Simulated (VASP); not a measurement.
A run of VASP 6.6.1 is set up as follows.

INCAR

```
SYSTEM = SnSe
  ALGO = Fast
  EDIFF = 1E-7
  ENCUT = 520
  GGA = PS
  ISIF = 2
  ISMEAR = 0
  LASPH = .True.
  LCHARG = .False.
  LREAL = .False.
  LWAVE = .False.
  NBANDS = 28
  NELM = 100
  PREC = Accurate
  SIGMA = 0.02
```

KPOINTS

```
k-points
0
Gamma
  6 6 4
  0 0 0
```

File POSCAR:

```
SnSe
1.0
    4.5560315522      0.0000000000      0.0000000000
    0.0000000000      4.5560315522      0.0000000000
    0.0000000000      0.0000000000     11.0255326241
Sn Se
2 2
Direct
    0.5000000000      0.0000000000      0.3729642518
    0.0000000000      0.5000000000      0.6270357482
    0.5000000000      0.0000000000      0.6122499245
    0.0000000000      0.5000000000      0.3877500755
```

Potentials or basis: VASP PAW PBE potentials, release 64 (Sn_d, Se).

Command:

```sh
$ cat potpaw_PBE.64/Sn_d/POTCAR potpaw_PBE.64/Se/POTCAR > POTCAR
$ mpirun -np 1 vasp_std > vasp.out
```

Task: Estimate the band gap on the k mesh.

Result: 1.43 eV, direct.

Task: Predict the largest force.

Result: 0.209 eV/Å.

Forces on the atoms (eV/Å):
```
Sn   0.000  0.000  0.209
Sn   0.000  0.000 -0.209
Se   0.000  0.000  0.173
Se   0.000  0.000 -0.173
```

Caveat: the PAW data sets were made with another functional, which shifts forces and pressure a little; spin-orbit coupling is left out, which moves the levels of the heavy elements.
